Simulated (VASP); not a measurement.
Input of a VASP 6.6.1 run:

Contents of INCAR:

```
SYSTEM = B12N11
ALGO = Normal
EDIFF = 1E-5
ENCUT = 450
GGA = PS
ISIF = 2
ISMEAR = 0
ISPIN = 2
LASPH = .True.
LCHARG = .False.
LORBIT = 11
LREAL = Auto
LWAVE = .False.
MAGMOM = 0.5 0.5 0.5 0 0.5 0 0 0 0 0 0 0 0 0 0 0 0 0 0 0 0 0 0
NELECT = 92.0
NELM = 120
PREC = Accurate
SIGMA = 0.03
```

Contents of KPOINTS:

```
k-points
0
Gamma
  3 4 4
  0 0 0
```

POSCAR

```
B12N11
1.0
    0.0000000000      5.4225000000      5.4225000000
    3.6150000000      0.0000000000      3.6150000000
    3.6150000000      3.6150000000      0.0000000000
B N
12 11
Direct
    0.0000000000      0.0000000000      0.0000000000
    0.0000000000      0.0000000000      0.5000000000
    0.0000000000      0.5000000000      0.0000000000
    0.0000000000      0.5000000000      0.5000000000
    0.3333330000      0.0000000000      0.0000000000
    0.3333330000      0.0000000000      0.5000000000
    0.3333330000      0.5000000000      0.0000000000
    0.3333330000      0.5000000000      0.5000000000
    0.6666670000      0.0000000000      0.0000000000
    0.6666670000      0.0000000000      0.5000000000
    0.6666670000      0.5000000000      0.0000000000
    0.6666670000      0.5000000000      0.5000000000
    0.0833333333      0.1250000000      0.6250000000
    0.0833333333      0.6250000000      0.1250000000
    0.0833333333      0.6250000000      0.6250000000
    0.4166663333      0.1250000000      0.1250000000
    0.4166663333      0.1250000000      0.6250000000
    0.4166663333      0.6250000000      0.1250000000
    0.4166663333      0.6250000000      0.6250000000
    0.7500003333      0.1250000000      0.1250000000
    0.7500003333      0.1250000000      0.6250000000
    0.7500003333      0.6250000000      0.1250000000
    0.7500003333      0.6250000000      0.6250000000
```

Potentials or basis: VASP PAW PBE potentials, release 64 (B, N).

Command:

```bash
$ cat potpaw_PBE.64/B/POTCAR potpaw_PBE.64/N/POTCAR > POTCAR
$ mpirun -np 1 vasp_std > vasp.out
```

Problem. What does it give for the net moment?

Solution. 0.79 μB per cell.

Problem. What does it give for the site moments?

Solution. B +0.03, +0.00, +0.24, +0.02, +0.01; N +0.00, +0.01, -0.00 μB.

Forces on the atoms (eV/Å):
```
B   -0.110 -0.213 -0.213
B    0.229  0.183 -0.228
B    0.229 -0.228  0.183
B   -0.311  0.276  0.276
B   -0.089  0.128  0.128
B    0.344 -0.401 -0.025
B    0.344 -0.025 -0.401
B   -0.002 -0.322 -0.322
B    0.015 -0.063 -0.063
B    0.088 -0.083  0.204
B    0.088  0.204 -0.083
B   -0.311  0.019  0.019
N   -0.041  0.024  0.527
N   -0.041  0.527  0.024
N   -0.547  0.014  0.014
N    0.234 -0.036 -0.036
N   -0.165  0.009  0.136
N   -0.165  0.136  0.009
N   -0.016  0.045  0.045
N   -0.119  0.058  0.058
N    0.169 -0.087 -0.116
N    0.169 -0.116 -0.087
N    0.008 -0.048 -0.048
```

Caveat: the k mesh is coarse (spacing up to 0.38 Å⁻¹), so the values aren't converged; the PAW data sets were made with another functional, which shifts forces and pressure a little.
